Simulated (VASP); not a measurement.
**Si2Ni (Fm-3m) under uniaxial stress along [001]**

How do stress and energy of Si2Ni follow uniaxial stress along [001]?

Method: PBEsol, no spin polarisation; plane waves and PAW (Ni, Si), in the first sound run; inputs show where later runs differ, in VASP 6.6.1.

Most raw output is cut from this account.

### 1. Set-up

Symmetry: Fm-3m, No. 225, cubic system. Conventional cell: a = 5.406 Å, b = 5.406 Å, c = 5.406 Å, α = 90.00°, β = 90.00°, γ = 90.00°. Ni has 8 Si at 2.34 Å nearest. Nearest to Si lie 4 Ni at 2.34 Å. Farther neighbours are not listed.

### 2. Relax the crystal, PBEsol

The series starts from the cell that this level prefers, so that zero strain is near zero stress.

Level: PBEsol, no spin polarisation; plane waves and PAW (Ni, Si).

INCAR

```
SYSTEM = Si2Ni
PREC = Accurate
ENCUT = 450
EDIFF = 1E-07
NELM = 120
ISMEAR = 1
SIGMA = 0.15
LREAL = .FALSE.
ALGO = Normal
GGA = PS
NBANDS = 15
LASPH = .TRUE.
LORBIT = 11
LWAVE = .FALSE.
LCHARG = .FALSE.
KPAR = 8
IBRION = 2
NSW = 40
ISIF = 3
EDIFFG = -0.005
POTIM = 0.4
```

POSCAR

```
Si2Ni
1.0
    0.0000000000      2.7030000000      2.7030000000
    2.7030000000      0.0000000000      2.7030000000
    2.7030000000      2.7030000000      0.0000000000
Ni Si
1 2
Direct
    0.0000000000      0.0000000000      0.0000000000
    0.2500000000      0.2500000000      0.2500000000
    0.7500000000      0.7500000000      0.7500000000
```

KPOINTS

```
Automatic mesh
0
Gamma
16 16 16
0 0 0
```

PAW data sets: Ni and Si (PBE family, release 64).

Run with:

```bash
$ mpirun -np 8 vasp_std
```

Elapsed: 40 s, on 8 MPI ranks of Intel Xeon Platinum 8259CL at 2.50GHz (Skylake/Cascade Lake), shared host; peak memory 1.8 GiB; 5.1 min of CPU time.

This run gave:

* energy(sigma→0) of the program: -18.9813 eV
* stress, compression positive: xx, yy, zz 0.01, 0.01, 0.01 GPa
* volume: 39.165 Å³
* ionic steps: 3

### 3. Strain across the axis, PBEsol

One member in full: the axis is strained by 2 %, and the two directions across it are strained alike until their mean stress is under 0.012 GPa or five steps are spent.

This step took 3 runs, each at a new trial strain with the atoms of the one before; the last is shown.

Level: PBEsol, no spin polarisation; plane waves and PAW (Ni, Si); cell typed or built by script.

Changes to INCAR since step 2:

```diff
@@ -15,7 +15,7 @@
 LCHARG = .FALSE.
-KPAR = 8
-IBRION = 2
-NSW = 40
-ISIF = 3
-EDIFFG = -0.005
-POTIM = 0.4
+KPAR = 2
+IBRION = 1
+NSW = 25
+ISIF = 2
+EDIFFG = -0.004
+POTIM = 0.3
```

POSCAR

```
Si2Ni
1.0
    0.0000000000      2.6731680940      2.7492939210
    2.6731680940      0.0000000000      2.7492939210
    2.6731680940      2.6731680940      0.0000000000
Ni Si
1 2
Direct
    0.0000000000      0.0000000000      0.0000000000
    0.2500000000      0.2500000000      0.2500000000
    0.7500000000      0.7500000000      0.7500000000
```

KPOINTS is that of step 2.

Run with:

```bash
$ mpirun -np 2 vasp_std
```

Elapsed: 81 s, on 2 MPI ranks; peak memory 0.55 GiB; 2.6 min of CPU time.

Read from the output:

```
energy(sigma→0) of the program : -18.9780 eV
stress, compression positive   : xx, yy, zz 0.00, 0.00, -1.46 GPa
ionic steps                    : 1
```

### 4. The table

The other members went through these steps as far as the tables show, with the same cutoff and, step by step, the same mesh; 24 runs are not shown. The session took 1.2 core hours (wall time by ranks) on a shared machine.

| strain along the axis (%) | strain across the axis (%) | stress along the axis, tension positive (GPa) | energy above the unstrained row, extrapolated to no smearing (meV/atom) |
| --- | --- | --- | --- |
| -2.000 | 0.856 | -1.531 | 1.150 |
| -1.500 | 0.646 | -1.096 | 0.610 |
| -1.000 | 0.433 | -0.699 | 0.260 |
| -0.500 | 0.216 | -0.343 | 0.065 |
| 0 | 0.000 | 0.000 | 0.000 |
| 0.500 | -0.211 | ? | ? |
| 1.000 | -0.418 | 0.711 | 0.266 |
| 1.500 | -0.623 | 1.074 | 0.606 |
| 2.000 | -0.824 | 1.461 | 1.086 |

### 5. Stress from the known rows

Fitting a parabola to the 8 known rows (e: strain in %) gives stress = − 0.01233 e² + 0.7340 e + 0.01577 in GPa; the residuals are 0.023 GPa r.m.s.

At e = 0.5 this predicts 0.380 GPa.

### 6. Prediction against calculation

The calculation gives 0.352 GPa, so the prediction is 0.028 GPa too high, within twice the residual of the fit.

Slopes at zero strain, from cubics through all rows: strain ratio -0.427, stress over strain 69 GPa.

### 7. What came out

| Quantity | Value |
| --- | --- |
| error of the predicted stress | 0.028 GPa |
| Poisson ratio | 0.427 |
| Young's modulus along the axis | 69 GPa |

**Reading.** As a check, the curvature of the energy gives 63 GPa for the same modulus (energy per volume = E/2 × strain²), 8 % from the slope of the stress; these energies are extrapolated to no smearing, while the stress belongs to the free energy, so part of the difference may come from that. These are static values: temperature and zero-point motion are left out. In a metal the slopes also depend on mesh and smearing, which were held through the series.

[Lines on the potential files, build, host, timing and source positions are cut from VASP's logs without a mark.]

[Logs are printed without paths, hosts, clocks, repeated set-up lines and the standing remarks that a program may print on its own settings, such as how far it seeks lower states.]

[Hosts, paths, dates, database ids (printed as entryN), source tags and the programs' standing remarks are cut or masked in the printed files.]

[In band tables of VASP the shares of atoms and orbitals are scaled to a sum of 1 inside the atoms' spheres.]
